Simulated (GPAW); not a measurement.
## WC (Qusongite): relaxation of cell and atoms with PBEsol

Crystal: WC (Qusongite).

```
W C
1.0
     2.90650    0.00000    0.00000
    -1.45325    2.51710    0.00000
     0.00000    0.00000    2.83660
W C
1 1
Direct
  0.00000 0.00000 0.00000
  0.66667 0.33333 0.50000
```

* Program: GPAW 26.7.0
* Task: relaxation of cell and atoms
* Functional: PBEsol
* Potentials or basis: PAW data sets generated in the run's folder for this functional
* Cutoff: 800 eV
* Basis: pw
* k mesh: 8 × 8 × 7
* Occupations: fermi-dirac, width 0.05 eV
* Spin: no spin polarisation
* Target pressure: 2 GPa
* Maxiter: 150
* Optimizer: BFGS
* Fmax: 0.02 eV/Å
* Max steps: 60
* Target pressure: 2 GPa
* Convergence: density=1e-05 forces=0.0001

| Quantity | Value |
| --- | --- |
| Relaxed volume | 10.22 Å³/atom |
| Relaxed cell | a = 2.893 Å, b = 2.893 Å, c = 2.820 Å, α = 90.00°, β = 90.00°, γ = 120.00° |
| Space group after relaxing (to 0.05 Å) | P-6m2 (No. 187) |
| Energy change on relaxing (the enthalpy is what falls) | -0.8 meV/atom |
| Ionic steps | 3 |
| Pressure after relaxing | 2.0 GPa |
| Band gap on the k mesh | none (metal or under the smearing width) |

Stress tensor (GPa, compression positive):
```
1.97 0.00 0.00
0.00 1.97 0.00
0.00 0.00 2.16
```

The path:
| step | energy change (eV) | largest force (eV/Å) | pressure (GPa) | volume (Å³) |
| --- | --- | --- | --- | --- |
| 1 | 0.0000 | 0.0000 | -4.08 | 20.75 |
| 2 | -0.0024 | 0.0000 | -0.65 | 20.58 |
| 3 | -0.0017 | 0.0000 | 2.03 | 20.45 |

Final structure:
```yaml
crystal:
  lattice:
    - [2.89339, 0.00000, 0.00000]
    - [-1.44670, 2.50575, 0.00000]
    - [0.00000, 0.00000, 2.82013]
  atoms:
    - { symbol: W, position: [0.00000, 0.00000, 0.00000] }
    - { symbol: C, position: [0.66667, 0.33333, 0.50000] }
```

Levels at points of the mesh, in eV from the Fermi level:
```tsv
k point	band 5	band 6	band 7	band 8	band 9	band 10	band 11	band 12	band 13	band 14
(0.00, 0.00, 0.00)	-14.67	-4.55	-3.55	-3.55	-0.03	3.13	3.13	5.58	5.58	6.36
(0.50, 0.50, 0.00)	-11.27	-7.26	-3.82	-3.80	-0.62	2.22	4.47	4.83	6.82	9.68
```

Wall time 38 s on 1 thread of Arm Neoverse V1, on a shared host, peak memory 0.19 GiB.

Caveat: later steps reuse the first step's grids. Spin-orbit coupling is left out, which matters for the levels of W.
